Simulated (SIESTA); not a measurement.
CdTe:

```
Te Cd
1.0
     0.00000    3.20500    3.20500
     3.20500    0.00000    3.20500
     3.20500    3.20500    0.00000
Te Cd
1 1
Direct
  0.75000 0.75000 0.75000
  0.00000 0.00000 0.00000
```

Base run:

| Quantity | Value |
| --- | --- |
| Program | SIESTA 5.4.2 |
| Functional | PBE |
| Potentials or basis | PseudoDojo 0.4 standard (PBE files) |
| Basis | TZDP (energy shift 0.003 Ry; two zetas on semicore shells) |
| Grid cutoff | 800 Ry |
| Energy shift | 0.003 Ry |
| k mesh | 7 × 7 × 7 |
| Occupations | fermi-dirac, width 0.05 eV |
| Spin | no spin polarisation |

Its results: band gap on the k mesh 1.02 eV, direct; pressure 4.4 GPa.

Q: After a change of settings the same cell gave: band gap on the k mesh 1.47 eV, direct; pressure 5.6 GPa. Which change was it?
A. basis from TZDP (energy shift 0.003 Ry; two zetas on semicore shells) to TZP (energy shift 0.003 Ry; two zetas on semicore shells)
B. basis from TZDP (energy shift 0.003 Ry; two zetas on semicore shells) to SZP (energy shift 0.003 Ry)
C. basis from TZDP (energy shift 0.003 Ry; two zetas on semicore shells) to DZP (energy shift 0.003 Ry; two zetas on semicore shells)
D. basis from TZDP (energy shift 0.003 Ry; two zetas on semicore shells) to DZDP (energy shift 0.003 Ry; two zetas on semicore shells)

A: B.

Caveats: spin-orbit coupling is left out, which moves the levels of the heavy elements; an odd mesh through Γ misses points on the zone boundary, where band edges often lie; the basis of atomic orbitals isn't converged, which shifts pressures, moduli and gaps.
